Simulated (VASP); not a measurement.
# CaF2 (Fm-3m) in VASP: a series of runs

One crystal, CaF2, is run at these levels: PBEsol; tasks: single point.

All numbers are computed with VASP 6.6.1; they aren't measurements. Logs are shortened: lines on timing, memory, paths and dates and some standing lists are left out, and cuts for length are marked.

## (1) The structure

Symmetry: Fm-3m, No. 225, cubic system. Conventional cell: a = 5.463 Å, b = 5.463 Å, c = 5.463 Å, α = 90.00°, β = 90.00°, γ = 90.00°. Ca (site symmetry m-3m) has 8 F at 2.37 Å as nearest neighbours. F (site symmetry -43m) has 4 Ca at 2.37 Å as nearest neighbours.

## (2) Single point, PBEsol

The input, INCAR:

```
PREC     = Accurate       # precision mode
ENCUT    = 520            # plane-wave cutoff, eV
EDIFF    = 1E-6           # SCF threshold, eV
ISMEAR   = 0              # smearing method
SIGMA    = 0.05           # smearing width, eV
LREAL    = F              # projectors in reciprocal space
LASPH    = T              # aspherical terms in the spheres
NELM     = 80             # most SCF steps
ALGO     = Fast           # electronic algorithm
ISIF     = 2              # what is computed and relaxed
LWAVE    = F              # write WAVECAR
LCHARG   = F              # write CHGCAR
GGA      = PS             # functional
NBANDS   = 19             # bands
```

The input, KPOINTS:

```
Automatic mesh
0
Gamma
  8 8 8
```

The input, POSCAR:

```
CaF2
1.0
    0.0000000000      2.7312500000      2.7312500000
    2.7312500000      0.0000000000      2.7312500000
    2.7312500000      2.7312500000      0.0000000000
Ca F
1 2
Direct
    0.0000000000      0.0000000000      0.0000000000
    0.2500000000      0.2500000000      0.2500000000
    0.7500000000      0.7500000000      0.7500000000
```

Potentials or basis: VASP PAW PBE potentials, release 64 (Ca_sv, F).

Started as:

```sh
cat potpaw_PBE.64/Ca_sv/POTCAR potpaw_PBE.64/F/POTCAR > POTCAR
mpirun -np 1 vasp_std > vasp.out
```

OUTCAR:

```text
PREC = Accurate
   ENCUT = 520
   EDIFF = 1E-6
   ISMEAR = 0
   LREAL = F
   LASPH = T
   NELM = 80
   ISIF = 2
   GGA = PS

 ion  position               nearest neighbor table
   1  0.000  0.000  0.000-   2 2.37   3 2.37   3 2.37   3 2.37   3 2.37   2 2.37   2 2.37   2 2.37

   2  0.250  0.250  0.250-   1 2.37   1 2.37   1 2.37   1 2.37
   3  0.750  0.750  0.750-   1 2.37   1 2.37   1 2.37   1 2.37

  LATTYP: Found a face centered cubic cell.
 ALAT       =     5.4625000000

  Lattice vectors:

 A1 = (   0.0000000000,   2.7312500000,   2.7312500000)
 A2 = (   2.7312500000,   0.0000000000,   2.7312500000)
 A3 = (   2.7312500000,   2.7312500000,   0.0000000000)

Analysis of symmetry for initial positions (statically):
=====================================================================
 Subroutine PRICEL returns:
 Original cell was already a primitive cell.

 Routine SETGRP: Setting up the symmetry group for a
 face centered cubic supercell.

 Subroutine GETGRP returns: Found 48 space group operations
 (whereof 48 operations were pure point group operations)
 out of a pool of 48 trial point group operations.

The static configuration has the point symmetry O_h .

Analysis of symmetry for dynamics (positions and initial velocities):
=====================================================================
 Subroutine PRICEL returns:
 Original cell was already a primitive cell.

 Routine SETGRP: Setting up the symmetry group for a
 face centered cubic supercell.

 Subroutine GETGRP returns: Found 48 space group operations
 (whereof 48 operations were pure point group operations)
 out of a pool of 48 trial point group operations.

The dynamic configuration has the point symmetry O_h .

 Subroutine INISYM returns: Found 48 space group operations
 (whereof 48 operations are pure point group operations),
 and found     1 'primitive' translations

----------------------------------------------------------------------------------------

                                     Primitive cell

  volume of cell :      40.7488

  direct lattice vectors                    reciprocal lattice vectors
     0.000000000  2.731250000  2.731250000    -0.183066362  0.183066362  0.183066362
     2.731250000  0.000000000  2.731250000     0.183066362 -0.183066362  0.183066362
     2.731250000  2.731250000  0.000000000     0.183066362  0.183066362 -0.183066362

  length of vectors
     3.862570792  3.862570792  3.862570792     0.317080239  0.317080239  0.317080239

  position of ions in fractional coordinates (direct lattice)
     0.000000000  0.000000000  0.000000000
     0.250000000  0.250000000  0.250000000
     0.750000000  0.750000000  0.750000000

  ion indices of the primitive-cell ions
   primitive index   ion index
                 1           1
                 2           2
                 3           3

----------------------------------------------------------------------------------------

 KPOINTS: Automatic mesh

Automatic generation of k-mesh.
 Grid dimensions read from file:
 generate k-points for:    8    8    8

 Generating k-lattice:

  Cartesian coordinates                     Fractional coordinates (reciprocal lattice)
    -0.022883295  0.022883295  0.022883295     0.125000000  0.000000000  0.000000000
     0.022883295 -0.022883295  0.022883295     0.000000000  0.125000000  0.000000000
     0.022883295  0.022883295 -0.022883295     0.000000000  0.000000000  0.125000000

  Length of vectors
     0.039635030  0.039635030  0.039635030

  Shift w.r.t. Gamma in fractional coordinates (k-lattice)
     0.000000000  0.000000000  0.000000000

 Subroutine IBZKPT returns following result:
 ===========================================

 Found     29 irreducible k-points:

 Following reciprocal coordinates:
            Coordinates               Weight
  0.000000  0.000000  0.000000      1.000000
  0.125000  0.000000  0.000000      8.000000
  0.250000  0.000000  0.000000      8.000000
  0.375000  0.000000  0.000000      8.000000
  0.500000  0.000000  0.000000      4.000000
  0.125000  0.125000  0.000000      6.000000
[... 16 lines left out ...]
  0.500000  0.250000  0.125000     48.000000
 -0.375000  0.250000  0.125000     24.000000
 [... further k-points ...]
   k-points           NKPTS =     29   k-points in BZ     NKDIM =     29   number of bands    NBANDS=     19
   number of dos      NEDOS =    301   number of ions     NIONS =      3
   total plane-waves  NPLWV =  27000
   dimension x,y,z NGX =    30 NGY =   30 NGZ =   30
   dimension x,y,z NGXF=    60 NGYF=   60 NGZF=   60
   ions per type =               1   2
   NGX,Y,Z   is equivalent  to a cutoff of  12.91, 12.91, 12.91 a.u.
   NGXF,Y,Z  is equivalent  to a cutoff of  25.82, 25.82, 25.82 a.u.
 SYSTEM =  unknown system
   PREC   = accura    normal or accurate (medium, high low for compatibility)
   ISTART =      0    job   : 0-new  1-cont  2-samecut
   ICHARG =      2    charge: 1-file 2-atom 10-const
   ISPIN  =      1    spin polarized calculation?
   LNONCOLLINEAR =      F non collinear calculations
   LSORBIT =      F    spin-orbit coupling
   LASPH  =      T    aspherical Exc in radial PAW
   ENCUT  =  520.0 eV  38.22 Ry    6.18 a.u.   7.18  7.18  7.18*2*pi/ulx,y,z
   NELM   =     80;   NELMIN=  2; NELMDL= -5     # of ELM steps
   EDIFF  = 0.1E-05   stopping-criterion for ELM
   LREAL  =      F    real-space projection
   EDIFFG = 0.1E-04   stopping-criterion for IOM
   NSW    =      0    number of steps for IOM
   IBRION =     -1    ionic relax: 0-MD 1-quasi-New 2-CG
   NFREE  =      0    steps in history (QN), initial steepest desc. (CG)
   ISIF   =      2    stress and relaxation
   ISYM   =      2    0-nonsym 1-usesym 2-fastsym
   POTIM  = 0.5000    time-step for ionic-motion
   TEBEG  =    0.0;   TEEND  =   0.0 temperature during run
   PSTRESS=    0.0 pullay stress
   NELECT =      24.0000    total number of electrons
   NUPDOWN=      -1.0000    fix difference up-down
   EMIN   =  10.00;   EMAX   =-10.00  energy-range for DOS
   EFERMI =   0.00;   METHOD = LEGACY
   ISMEAR =     0;   SIGMA  =   0.05  broadening in eV -4-tet -1-fermi 0-gaus
   EFERMI_NEDOS =   21; number of points for ismear=-14 and -15
   IALGO  =     68    algorithm
   IMIX   =      4    mixing-type and parameters
     AMIX     =   0.40;   BMIX     =  1.00
     AMIX_MAG =   1.60;   BMIX_MAG =  1.00
  volume/ion in A,a.u.               =      13.58        91.66
  Fermi-wavevector in a.u.,A,eV,Ry     =   1.372273  2.593220 25.621575  1.883133
  Thomas-Fermi vector in A             =   2.497895
   LORBIT       =      0    0 simple, 1 ext, 2 COOP (PROOUT), +10 PAW based schemes
   GGA     = PS    functional components
   LHFCALC =     F    Hartree Fock is set to
   AEXX    =    0.0000 exact exchange contribution
   IVDW    =     0    specifies the selected vdW correction
   LEPSILON=     F    determine dielectric tensor
   LRPA    =     F    only Hartree local field effects (RPA)
 non-spin polarized calculation
 RMM-DIIS sequential band-by-band and
 Gauss-broadening in eV      SIGMA  =   0.05
  energy-cutoff  :      520.00
  volume of cell :       40.75
 maximum number of plane-waves:      1121
 NGX is ok and might be reduce to    30
   NGX = 15   NGY = 15   NGZ = 15

 number of electron      23.9999987 magnetization

 Free energy of the ion-electron system (eV)
  ---------------------------------------------------
  ext. energy  EPLUGINS =         0.00000000
  ---------------------------------------------------
  free energy    TOTEN  =       -17.89805562 eV

  energy without entropy =      -17.89805562  energy(sigma->0) =      -17.89805562

 E-fermi :  -0.7321     XC(G=0):  -9.8961

 val. band max:       -1.0833387874   @ k =   0.5000   0.5000   0.0000
 cond. band min:       6.0071728885   @ k =   0.0000   0.0000   0.0000
 fundamental gap:      7.0905116759
 Fermi energy:        -0.7321331594

 k-point     1 :       0.0000    0.0000    0.0000
  band No.  band energies     occupation
      1     -36.8983      2.00000
      2     -20.9040      2.00000
      3     -20.1158      2.00000
      4     -17.9224      2.00000
      5     -17.9224      2.00000
      6     -17.9224      2.00000
[... 11 lines left out ...]
     18      10.1375      0.00000
     19      15.6650      0.00000

 k-point     2 :       0.1250    0.0000    0.0000
  band No.  band energies     occupation
      1     -36.8932      2.00000
      2     -20.9457      2.00000
      3     -20.1561      2.00000
      4     -17.9289      2.00000
      5     -17.9289      2.00000
      6     -17.8523      2.00000
[... 11 lines left out ...]
     18      10.0967      0.00000
     19      14.9468      0.00000

 k-point     3 :       0.2500    0.0000    0.0000
  band No.  band energies     occupation
      1     -36.8809      2.00000
      2     -21.0146      2.00000
      3     -20.2870      2.00000
      4     -17.9443      2.00000
      5     -17.9443      2.00000
      6     -17.6753      2.00000
[... 11 lines left out ...]
     18       9.9984      0.00000
     19      13.6694      0.00000

 k-point     4 :       0.3750    0.0000    0.0000
  band No.  band energies     occupation
      1     -36.8685      2.00000
      2     -21.0407      2.00000
      3     -20.4617      2.00000
      4     -17.9596      2.00000
      5     -17.9596      2.00000
      6     -17.4924      2.00000
[... 407 lines left out ...]
     18      10.1030      0.00000
     19      14.1669      0.00000

 k-point    23 :       0.5000    0.2500    0.1250
  band No.  band energies     occupation
      1     -36.8617      2.00000
      2     -21.0313      2.00000
      3     -20.5884      2.00000
      4     -17.9842      2.00000
      5     -17.8091      2.00000
      6     -17.5243      2.00000
[... 11 lines left out ...]
     18      10.7125      0.00000
     19      13.4987      0.00000

 k-point    24 :      -0.3750    0.2500    0.1250
  band No.  band energies     occupation
      1     -36.8576      2.00000
      2     -20.9640      2.00000
      3     -20.7311      2.00000
      4     -17.9920      2.00000
      5     -17.7617      2.00000
      6     -17.5027      2.00000
[... 11 lines left out ...]
     18      11.3096      0.00000
     19      12.9610      0.00000

 [... further k-points ...]

------------------------ aborting loop because EDIFF is reached ----------------------------------------

  FORCE on cell =-STRESS in cart. coord.  units (eV):
  Direction    XX          YY          ZZ          XY          YZ          ZX
  --------------------------------------------------------------------------------------
  -------------------------------------------------------------------------------------
  Total       -0.4241923     -0.4241923     -0.4241923     -0.0000000     -0.0000000      0.0000000
  in kB      -16.6785761    -16.6785761    -16.6785761     -0.0000000     -0.0000000      0.0000000
  external PRESSURE =     -16.6785761 kB  Pullay stress =       0.0000000 kB

 VOLUME and BASIS-vectors are now :
 -----------------------------------------------------------------------------
  energy-cutoff  :      520.00
  volume of cell :       40.75
      direct lattice vectors                 reciprocal lattice vectors
     0.000000000  2.731250000  2.731250000    -0.183066362  0.183066362  0.183066362
     2.731250000  0.000000000  2.731250000     0.183066362 -0.183066362  0.183066362
     2.731250000  2.731250000  0.000000000     0.183066362  0.183066362 -0.183066362

 POSITION                                       TOTAL-FORCE (eV/Angst)
 -----------------------------------------------------------------------------------
      0.00000      0.00000      0.00000         0.000000     -0.000000      0.000000
      1.36563      1.36563      1.36563        -0.000000      0.000000     -0.000000
      4.09688      4.09688      4.09688         0.000000      0.000000      0.000000
 -----------------------------------------------------------------------------------
    total drift:                                0.000000     -0.000000      0.000000

  FREE ENERGIE OF THE ION-ELECTRON SYSTEM (eV)
  ---------------------------------------------------
  free  energy   TOTEN  =       -17.8980556228 eV

  energy  without entropy=      -17.8980556228  energy(sigma->0) =      -17.89805562
```

Run time: 90 s. Hardware: 1 thread of AMD EPYC, shared host; peak memory 0.14 GiB.

Results:

- Free energy: -17.8981 eV
- Pressure: -1.7 GPa
- Band gap on the k mesh: 7.09 eV, indirect (least direct gap 7.35 eV)

Caveat: the PAW data sets were made with another functional, which shifts forces and pressure a little. A k mesh can miss the band edges.

## (3) Single point, PBEsol

The input, INCAR:

```
SYSTEM = CaF2
PREC     = Accurate       ! precision mode
ENCUT    = 520            ! plane-wave cutoff, eV
EDIFF    = 1E-7           ! SCF threshold, eV
ISMEAR   = 0              ! smearing method
SIGMA    = 0.05           ! smearing width, eV
LREAL    = .False.        ! projectors in reciprocal space
LASPH    = .True.         ! aspherical terms in the spheres
NELM     = 60             ! most SCF steps
ALGO     = Fast           ! electronic algorithm
ISIF     = 2              ! what is computed and relaxed
LWAVE    = .False.        ! write WAVECAR
LCHARG   = .True.         ! write CHGCAR
GGA      = PS             ! functional
LELF     = .True.         ! ELF
LVHAR    = .True.       
NBANDS   = 19             ! bands
```

The input, KPOINTS:

```
Automatic mesh
0
Gamma
  8 8 8
  0 0 0
```

POSCAR is that of step 2.

Potentials or basis: VASP PAW PBE potentials, release 64 (Ca_sv, F).

Started as:

```sh
cat potpaw_PBE.64/Ca_sv/POTCAR potpaw_PBE.64/F/POTCAR > POTCAR
mpirun -np 1 vasp_std > vasp.out
```

It took 1.9 min on 1 thread of AMD EPYC, shared host; peak memory 0.14 GiB.

It converged, with:

```
Free energy            : -17.8981 eV
Pressure               : -1.7 GPa
Band gap on the k mesh : 7.09 eV, indirect (least direct gap 7.35 eV)
```

Levels at points of the mesh, in eV from the valence-band top:
```tsv
k point	band 8	band 9	band 10	band 11	band 12	band 13	band 14	band 15	band 16	band 17
(0.00, 0.00, 0.00)	-2.14	-2.14	-0.26	-0.26	-0.26	7.09	9.12	9.12	11.22	11.22
(0.50, 0.00, 0.00)	-1.54	-1.31	-1.26	-0.85	-0.85	9.34	9.34	9.70	10.53	10.94
(0.50, 0.50, 0.00)	-1.67	-1.67	-0.37	-0.37	0.00	8.02	9.47	10.07	10.86	10.86
```

Caveat: the PAW data sets were made with another functional, which shifts forces and pressure a little.
